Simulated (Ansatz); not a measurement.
Runs of Ansatz 0.2.0 on TiAl. Symmetry: Pm-3m, No. 221, cubic system. Conventional cell: a = 3.179 Å, b = 3.179 Å, c = 3.179 Å, α = 90.00°, β = 90.00°, γ = 90.00°. Ti (site symmetry m-3m) is surrounded by 8 Al at 2.75 Å. Around Al (site symmetry m-3m) lie 8 Ti at 2.75 Å. The cell comes from a database or a generator and needn't be the stable form of this composition.

| task | level | cell | smearing | points for each segment of the path | gap on the mesh (eV) | pressure (GPa) | relaxed volume (Å³/atom) |
| --- | --- | --- | --- | --- | --- | --- | --- |
| band structure | PBEsol | as given | fermi-dirac 0.05 eV | 14 | none | (b) | - |
| band structure | PBE | as given | fermi-dirac 0.05 eV | 14 | none | 0.9 | - |
| relaxation of cell and atoms | PBE | relaxed | fermi-dirac 0.05 eV | - | none | 0.0 | 16.19 |
| band structure | LDA | as given | fermi-dirac 0.05 eV | 14 | none | (a) | - |
| relaxation of cell and atoms | LDA | relaxed | fermi-dirac 0.05 eV | - | none | 0.0 | 15.26 |
| single point | PBE | as given | gaussian 0.011 eV | - | none | 0.7 | - |

Alike in all rows: potentials or basis Ansatz PAW; no spin polarisation; k mesh 8 × 8 × 8; cutoff (eV) 420.

Q: Estimate the missing entries.

A: (a) -5.8; (b) -2.4.

Caveats: the PAW data sets come from PBE, with cores solved anew for the run's functional, which leaves a small shift of forces and pressure (some runs); the plane-wave basis is chosen anew once the cell has moved, so the energies of steps on either side of that aren't comparable (some runs).

A gap of «none» marks a metal or a gap under the smearing width.
